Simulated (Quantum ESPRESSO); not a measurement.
# Bi: work function with PBE

The system is Bi, a slab with vacuum.

```
CELL_PARAMETERS angstrom
4.53900 0.00000 0.00000
-2.26950 3.93089 0.00000
0.00000 0.00000 26.82900
ATOMIC_POSITIONS crystal
Bi 0.33333 0.66667 0.27955
Bi 0.66667 0.33333 0.50000
Bi 0.33333 0.66667 0.72045
```

The slab is cut from a database's or a generator's crystal, which needn't be the stable form of the element.

- Program: Quantum ESPRESSO 7.5
- Task: work function
- Functional: PBE
- Potentials or basis: PseudoDojo 0.4.1 SR PBE standard
- Cutoff: 898 eV
- Density cutoff: 3592 eV
- k mesh: 5 × 5 × 1
- Occupations: fermi-dirac, width 0.05 eV
- Spin: no spin polarisation
- Boundary across the vacuum: none
- Mixing mode: local-TF
- Mixing beta: 0.3
- Most SCF iterations: 150
- SCF threshold: 3e-09 Ry

```json
{
  "Largest force": "0.045 eV/Å",
  "Band gap on the k mesh": "none (metal or under the smearing width)",
  "Work function of the upper face": "4.77 eV",
  "Work function of the lower face": "4.77 eV"
}
```

Forces on the atoms (eV/Å):
```
Bi   0.000  0.000  0.045
Bi   0.000  0.000  0.000
Bi   0.000  0.000 -0.045
```

Levels at points of the mesh, in eV from the Fermi level:
| k point | band 18 | band 19 | band 20 | band 21 | band 22 | band 23 | band 24 | band 25 | band 26 | band 27 |
| --- | --- | --- | --- | --- | --- | --- | --- | --- | --- | --- |
| (0.00, 0.00, 0.00) | -10.32 | -0.78 | -0.61 | -0.43 | 1.39 | 1.39 | 1.40 | 1.40 | 1.40 | 1.40 |

Run time: 82 s on 2 MPI ranks on Arm Neoverse V1, on a shared host, peak memory 0.46 GiB a rank.

Caveat: the k mesh is coarse; spin-orbit coupling is left out, which moves the levels of the heavy elements.
